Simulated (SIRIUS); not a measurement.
Crystal: TiCo.

```xyz
2
Lattice="2.9861 0.0000 0.0000 0.0000 2.9861 0.0000 0.0000 0.0000 2.9861" Properties=species:S:1:pos:R:3 pbc="T T T"
Co    1.4931    1.4931    1.4931
Ti    0.0000    0.0000    0.0000
```

The cell comes from a database or a generator and needn't be the stable form of this composition.

Program: SIRIUS 7.12.0. Alike in all runs: task single point; spin collinear, ferromagnetic start; cell as given; cutoff (eV) 1307; smearing fermi-dirac 0.05 eV.

Q: Order these runs on this cell by their pressure, lowest first.
A. level LDA; potentials or basis PseudoDojo 0.4.1 PBE standard (scalar relativistic); k mesh 5 × 5 × 5; mesh quality coarse
B. level revPBE; potentials or basis PseudoDojo 0.4.1 PBE standard (scalar relativistic); k mesh 5 × 5 × 5; mesh quality coarse
C. level HTBS; potentials or basis PseudoDojo 0.4.1 PBE standard (scalar relativistic); k mesh 5 × 5 × 5; mesh quality coarse
D. level PW91; potentials or basis PseudoDojo 0.4.1 PBE standard (scalar relativistic); k mesh 5 × 5 × 5; mesh quality coarse
E. level PBEsol; potentials or basis PseudoDojo 0.4.1 PBEsol standard (scalar relativistic); k mesh 9 × 9 × 9; mesh quality not flagged

A: A (-13.9 GPa), E (-8.3 GPa), C (-5.2 GPa), D (-0.4 GPa), B (3.7 GPa).

Caveats: some runs use coarse meshes; the potentials were made for another functional, which shifts forces and pressure (some runs).

Not every run made on this cell is shown here.
